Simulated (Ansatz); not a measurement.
What a change of settings does to a run on AlNi

The cell is COD entry 9008802, as deposited and not checked against the literature; nothing was relaxed. The listed cell was then made from it by scaling, straining or moving an atom.

First run: DFT, PBE, all-electron PAW with datasets made for the crystal, scalar-relativistic (Ansatz 0.2.0).

Command: `ansatz run input.yaml --threads 1 --pin off --max-ram 3072MiB --backend cpu --events-out ev --progress --plain --runs-dir out` The run took about 28 s on 1 thread of a shared machine.

```yaml
crystal:
  lattice:
    - [2.8420627945, 0.0, 0.0]
    - [0.0, 2.8420627945, 0.0]
    - [0.0, 0.0, 2.8420627945]
  atoms:
    - { symbol: Al, position: [0.0, 0.0, 0.0] }
    - { symbol: Ni, position: [0.5, 0.5, 0.5], spin: 1.5 }
magnetization:
  spin_polarized: true
kpoints:
  mp_grid: { grid: [14, 14, 14] }
scf:
  occupations: { method: fermi_dirac, width: 0.03 }
hamiltonian:
  xc: pbe
  pseudopotentials: { kind: all_electron, datasets: crystal }
output:
  forces: true
  stress: true
  eigenvalues: true
  efg: { contact_densities: true }
```

Result: converged; pressure 9.50 GPa; moment 0.00 μB; 13 SCF iterations.

A second run of a changed input logged this at its end:

```
Error: inconsistent input (magnetization.spin_polarized): false but per-atom `spin:`, `per_species`, `initial_magnetization`, `magnetic_field`, or `spin_locking` is set
```

Q: What was wrong with the input?

A: A moment without spin polarisation, by this change (others could give a like log):
```diff
@@ -5,12 +5,11 @@
     - [0.0, 0.0, 2.8420627945]
   atoms:
-    - { symbol: Al, position: [0.0, 0.0, 0.0] }
+    - { symbol: Al, position: [0.0, 0.0, 0.0], spin: 2.0 }
     - { symbol: Ni, position: [0.5, 0.5, 0.5], spin: 1.5 }
-magnetization:
-  spin_polarized: true
 kpoints:
   mp_grid: { grid: [14, 14, 14] }
 scf:
   occupations: { method: fermi_dirac, width: 0.03 }
+  max_iter: 80
 hamiltonian:
   xc: pbe
```
